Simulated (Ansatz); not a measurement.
A 2-atom cell of KBr started from a crystallographic database, relaxed with r2SCAN: space group Fm-3m (No. 225), cubic; a = 6.605 Å in the conventional setting, 36.02 Å³ an atom. K has 6 Br at 3.30 Å; Br has 6 K at 3.30 Å. One-shot G0W0@PBE in the PAW code Ansatz on a 4×4×4 mesh (contour deformation, no spin-orbit coupling), from a PBE gap of 4.429 eV over the mesh points (the G0W0 gap is direct on the mesh); the number N of bands summed and the screening cutoff rise together. (Simulation; spin polarisation is off.)

```tsv
N	cutoff (eV)	1000/N	G0W0 gap (eV)
171	100	5.848	6.854
403	180	2.481	7.027
```

**Lay a straight line in 1000/N through these rows.** The slope is -0.0514 eV per unit of 1000/N and the intercept 7.154 eV.

**Predict the gap at N = 774 (260 eV).** 7.154 + (-0.0514) × 1.292 = 7.088 eV; the run gives 7.077 eV, -0.011 eV from the line.

**With that run's result added, what limit do the last two rows suggest?** Their slope is (7.077 − 7.027)/(1.292 − 2.481) = -0.0421, which meets 1/N = 0 at 7.13 eV, against 7.154 eV from the first line. The slope flattens, so the first line overshoots; the k mesh isn't extrapolated.

The runs are scalar-relativistic, without spin-orbit coupling.
